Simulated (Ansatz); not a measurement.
# SiC and its competing phases

Computed with Ansatz, DFT PBE, scalar-relativistic, plane waves, PAW. All cells share a 420 eV cutoff and Γ-centred k meshes spaced at most about 0.3 Å⁻¹ (about 0.25 or finer for metals, 2π included). No spin polarisation.

The zero of energy is the elements' standard structures at the same level; no fitted shifts are applied.

Temperature and zero-point effects are left out. The reference form of C is held partly by dispersion forces, which this level lacks.

The competitors are the elements and 1 reference phase of this chemical system (from databases or known types: SiC), relaxed at the same level; other known phases may be missing.

The candidate was reached from: Si and C ordered on hcp sites.

```xyz
2
Lattice="2.8632 0.0000 0.0000 -1.4316 2.4796 0.0000 0.0000 0.0000 2.5714" Properties=species:S:1:pos:R:3 pbc="T T T"
Si    0.0000    0.0000    1.2857
C     0.0000    1.6531    0.0000
```

Problem. Where does it stand against these competitors?

Solution. Not the lowest form: another structure of the same formula lies lower. Its formation energy is 1.101 eV/atom. The lowest competing phase at this composition is this:

| phase | space group | source | share of atoms | ΔE_f (eV/atom) |
| --- | --- | --- | --- | --- |
| SiC | P6_3mc (No. 186) | Materials Project | 1.0000 | -0.204 |

The candidate lies 1.30 eV/atom above this phase. The candidate matches no cell in the subsets of the Crystallography Open Database and the Materials Project at hand. A phase this far over the hull is unlikely to be made. It has the tungsten carbide type.
